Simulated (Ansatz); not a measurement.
The system is C.

```
C
1.0
     0.00000    1.78337    1.78337
     1.78337    0.00000    1.78337
     1.78337    1.78337    0.00000
C
2
Direct
  0.75000 0.75000 0.75000
  0.50000 0.50000 0.50000
```

This isn't the form of C at room conditions, which is graphite.

Base run:

```yaml
Program: Ansatz 0.2.0
Functional: PBE
Potentials_or_basis: Ansatz PAW
Cutoff: 420 eV
Density_cutoff: 1680 eV
k_mesh: 13 × 13 × 13
Occupations: fermi-dirac, width 0.05 eV
Spin: no spin polarisation
```

Its results: band gap on the k mesh 4.15 eV, indirect (least direct gap 5.59 eV); pressure 1.8 GPa.

Problem. The run is repeated on the same cell with these changes: functional from PBE to BPBE. What comes out?

Solution. Band gap on the k mesh 4.15 eV, indirect (least direct gap 5.61 eV); pressure 2.2 GPa.

Caveats: the potentials were made for another functional, which shifts forces and pressure (some runs); the PAW data sets come from PBE, with cores solved anew for the run's functional, which leaves a small shift of forces and pressure (some runs).

Not every run made on this cell is shown here.
